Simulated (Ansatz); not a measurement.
# KCl (Fm-3m), an elastic constant from a strain scan

Level of theory: Ansatz 0.2.0, DFT r2SCAN, scalar-relativistic, plane waves, PAW. The runs took a 500 eV cutoff, a Γ-centred 6×6×6 mesh and Gaussian smearing (0.05 eV). No spin polarisation. Energies are free energies at this smearing, counted from the undisturbed cell; pressure is positive in compression.

Zero of the scan (as given, not relaxed at this level; it stands at -0.2 GPa):

```yaml
crystal:
  lattice:
    - [0.00000, 3.15610, 3.15610]
    - [3.15610, 0.00000, 3.15610]
    - [3.15610, 3.15610, 0.00000]
  atoms:
    - { symbol: K, position: [0.00000, 0.00000, 0.00000] }
    - { symbol: Cl, position: [0.50000, 0.50000, 0.50000] }
```

The cell is strained by ε times the Voigt pattern (0, 1, 0, 0, 0, 0) (xx, yy, zz, yz, xz, xy; engineering shear) with fractional coordinates fixed. The cell holds 2 atoms in V0 = 62.88 Å³. The stress column is τ = (1/V0) dE/dε, got from the stress tensor σ (compression positive) at each point as −det(1 + εP) σ : P(1 + εP)⁻¹, with P the pattern as a tensor.

| ε | ΔE (meV/atom) | τ (GPa) |
| --- | --- | --- |
| -0.0300 | 3.466 | -1.461 |
| -0.0200 | 1.221 | -0.841 |
| -0.0100 | 0.114 | -0.300 |
| 0.0000 | 0.000 | 0.171 |
| 0.0100 | 0.744 | 0.578 |
| 0.0200 | 2.228 | 0.929 |
| 0.0300 | 4.354 | 1.229 |
| 0.0350 | 5.625 | 1.362 |
| 0.0400 | ? | ? |

Q: Which combination of elastic constants does this scan measure, and how large is it?

A: For small ε, τ = τ0 + Kε with K = pᵀCp, which for this pattern is C11 in the cubic axes. The parabola through τ at ε = -0.0100, 0 and 0.0100 has slope K = 44 GPa at zero. The energies per cell, E = NΔE, of the same two points give K = 2[E(ε₊)/ε₊ − E(ε₋)/ε₋]/[(ε₊ − ε₋)V0] = 44 GPa, in agreement.

Q: Predict the withheld row at ε = 0.0400 from the harmonic law, and compare.

A: ΔE = V0(τ0 ε + Kε²/2)/N = 8.225 meV/atom and τ = 1.93 GPa. The calculation gives 7.023 meV/atom and 1.49 GPa: the energy lies 15 % below the harmonic value, as bonds soften when stretched.